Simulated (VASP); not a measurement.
A run of VASP 6.6.1 is set up as follows.

Contents of INCAR:

```
  ALGO = Normal
  EDIFF = 1E-6
  ENCUT = 520
  ISIF = 2
  ISMEAR = 1
  ISPIN = 2
  LASPH = T
  LCHARG = F
  LDAU = T
  LDAUJ = 0 0
  LDAUL = -1 2
  LDAUPRINT = 1
  LDAUTYPE = 2
  LDAUU = 0 3.5
  LMAXMIX = 4
  LMIXTAU = T
  LORBIT = 11
  LREAL = F
  LWAVE = F
  MAGMOM = 0 0 0 0
  METAGGA = R2SCAN
  NBANDS = 34
  NELM = 120
  PREC = Accurate
  SIGMA = 0.2
```

KPOINTS

```
k-points
0
Gamma
  8 8 8
```

The input POSCAR:

```
Ni3Ge
3.5303
    1.000009661134      0.000000000000      0.000000000000
    0.000000000000      1.000009661134      0.000000000000
    0.000000000000      0.000000000000      1.000009661134
Ge Ni
1 3
Direct
    0.0000000000      0.0000000000      0.0000000000
    0.5000000000      0.5000000000      0.0000000000
    0.0000000000      0.5000000000      0.5000000000
    0.5000000000      0.0000000000      0.5000000000
```

Potentials or basis: VASP PAW PBE potentials, release 54 (Ge_d, Ni).

Command:

```console
$ cat potpaw_PBE.54/Ge_d/POTCAR potpaw_PBE.54/Ni/POTCAR > POTCAR
$ mpirun -np 1 vasp_std > vasp.out
```

(1) Estimate the band gap on the k mesh.

(2) Predict the net moment.

(3) Estimate the pressure.

## Answers

(1) none (metal or under the smearing width).

(2) 0.00 μB per cell.

(3) -7.1 GPa.

Caveat: the PAW data sets were made with another functional, which shifts forces and pressure a little; the U is typed as a test and isn't derived for this compound.
